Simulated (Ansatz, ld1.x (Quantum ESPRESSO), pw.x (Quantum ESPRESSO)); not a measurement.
From atom to crystal: ultrasoft potential for boron (B)

B (Z = 5), ultrasoft, made with ld1.x (Quantum ESPRESSO) 7.5 (PBE, scalar-relativistic). Core [He], reference 2s1 2p0 (charge +2). Waves: 2s (bound): rcut 1.05, rcutus 1.25 bohr; 2s channel at 2.75 Ry: rcut 1.05, rcutus 1.25 bohr; 2p (bound, empty): rcut 1.65, rcutus 1.85 bohr; 2p channel at -0.9 Ry: rcut 1.65, rcutus 1.85 bohr; 3d channel at 0.05 Ry: rcut 1.45, rcutus 1.95 bohr. Local part: all-electron potential smoothed inside 1.00 bohr (lloc = -1). Core correction: a·sin(br)/r model core inside 0.85 bohr. Augmentation charge: PSQ, inside the norm-conserving radii.

Crystal test: diamond B in pw.x 7.5, no spin, 11³ k-points, Fermi–Dirac smearing 0.01 Ry, cutoffs 40/340 Ry. The reference is all-electron LAPW (Ansatz 0.2.0) with the same functional, mesh and smearing; V0 and B0 come from Birch–Murnaghan fits to the pressures at five volumes. Errors are pseudo minus all-electron; Δ is the rms difference of the E(V) curves that follow from these fits, minima aligned, over ±6 % about the mean V0. Mesh and smearing are coarse, so the numbers serve the comparison and aren't converged zero-temperature values; the lattice is a test structure that the element need not adopt.

```
V (Å³/atom)  P all-electron (GPa)  P pseudo (GPa)
      7.899                 10.02           11.23
      8.107                  4.78            5.86
      8.315                  0.11            1.07
      8.523                 -4.05           -3.20
      8.731                 -7.77           -7.01
```

All-electron: a0 = 4.053 Å (V0 = 8.32 Å³/atom), B0 = 175.9 GPa.

Pseudopotential: mean pressure error (GPa): +0.97; a0 (Å): 4.060; a0 error (%): +0.18; B0 error (%): +0.6; Δ (meV/atom): 1.7. The largest radius (1.95 bohr) exceeds half the bond length (1.66 bohr), so the spheres overlap, which is one possible source of error among others.

Problem. At the middle volume, how do free energy and pressure move when the wave cutoff is lowered (ecutrho held at 340 Ry)?

Solution.

```csv
cutoff (Ry),shift of F (meV/atom),shift of P (GPa)
18,+67.0,-4.71
24,+15.7,-0.17
32,+4.9,-0.02
```

Input at the middle volume:

```
&control
  calculation='scf', prefix='x', pseudo_dir='./', outdir='./tmp', tstress=.true., disk_io='none'
/
&system
  ibrav=0, nat=2, ntyp=1, ecutwfc=40, ecutrho=340, nbnd=10,
  occupations='smearing', smearing='fd', degauss=0.01
/
&electrons
  conv_thr=1e-09, mixing_beta=0.4, electron_maxstep=70
/
ATOMIC_SPECIES
B 1.0 B.UPF
CELL_PARAMETERS angstrom
  0.00000000 2.02591281 2.02591281
  2.02591281 0.00000000 2.02591281
  2.02591281 2.02591281 0.00000000
ATOMIC_POSITIONS crystal
B 0.0000 0.0000 0.0000
B 0.2500 0.2500 0.2500
K_POINTS automatic
11 11 11 0 0 0
```

```bash
pw.x < B.scf.in > B.scf.out
```

Lines of the output:

```
Message from routine setup:
     using ibrav=0 with symmetry is DISCOURAGED, use correct ibrav instead
     lattice parameter (alat)  =       5.4142  a.u.
     unit-cell volume          =     112.2248 (a.u.)^3
     number of electrons       =         6.00
     number of Kohn-Sham states=           10
     kinetic-energy cutoff     =      40.0000  Ry
     charge density cutoff     =     340.0000  Ry
     scf convergence threshold =      1.0E-09
     Exchange-correlation= PBE
     number of k points=    56  Fermi-Dirac smearing, width (Ry)=  0.0100
     iteration #  1     ecut=    40.00 Ry     beta= 0.40
     total energy              =     -11.66127500 Ry
     estimated scf accuracy    <       0.05558146 Ry
     iteration #  2     ecut=    40.00 Ry     beta= 0.40
     total energy              =     -11.66398467 Ry
     estimated scf accuracy    <       0.01840482 Ry
     iteration #  3     ecut=    40.00 Ry     beta= 0.40
     total energy              =     -11.66543293 Ry
     estimated scf accuracy    <       0.00014285 Ry
     iteration #  4     ecut=    40.00 Ry     beta= 0.40
     c_bands:  1 eigenvalues not converged
     total energy              =     -11.66586589 Ry
     estimated scf accuracy    <       0.00028233 Ry
     iteration #  5     ecut=    40.00 Ry     beta= 0.40
     total energy              =     -11.66588403 Ry
     estimated scf accuracy    <       0.00000611 Ry
     iteration #  6     ecut=    40.00 Ry     beta= 0.40
     total energy              =     -11.66589222 Ry
     estimated scf accuracy    <       0.00000013 Ry
     iteration #  7     ecut=    40.00 Ry     beta= 0.40
     total energy              =     -11.66589236 Ry
     estimated scf accuracy    <       0.00000025 Ry
     iteration #  8     ecut=    40.00 Ry     beta= 0.40
     total energy              =     -11.66589237 Ry
     estimated scf accuracy    <       0.00000002 Ry
     iteration #  9     ecut=    40.00 Ry     beta= 0.40
     total energy              =     -11.66589238 Ry
     estimated scf accuracy    <          5.4E-09 Ry
     iteration # 10     ecut=    40.00 Ry     beta= 0.40
     total energy              =     -11.66589239 Ry
     estimated scf accuracy    <          4.5E-09 Ry
     iteration # 11     ecut=    40.00 Ry     beta= 0.40
     total energy              =     -11.66589239 Ry
     estimated scf accuracy    <          8.9E-09 Ry
     iteration # 12     ecut=    40.00 Ry     beta= 0.40
     the Fermi energy is     6.4911 ev
!    total energy              =     -11.66589239 Ry
     estimated scf accuracy    <          7.3E-10 Ry
     smearing contrib. (-TS)   =      -0.00443322 Ry
     The total energy is F=E-TS. E is the sum of the following terms:
     one-electron contribution =       5.14308101 Ry
     hartree contribution      =       0.61568100 Ry
     xc contribution           =      -4.75672611 Ry
     ewald contribution        =     -12.66349507 Ry
     convergence has been achieved in  12 iterations
          total   stress  (Ry/bohr**3)                   (kbar)     P=       10.71
     Message from routine punch:
     Nothing written, as per user request (disk_io='none')
```

The run at the middle volume (56 k-points, 12 iterations) took about 6.2 s on one core of a shared host (Neoverse-V2, 96 threads, 742 GiB, load 42).
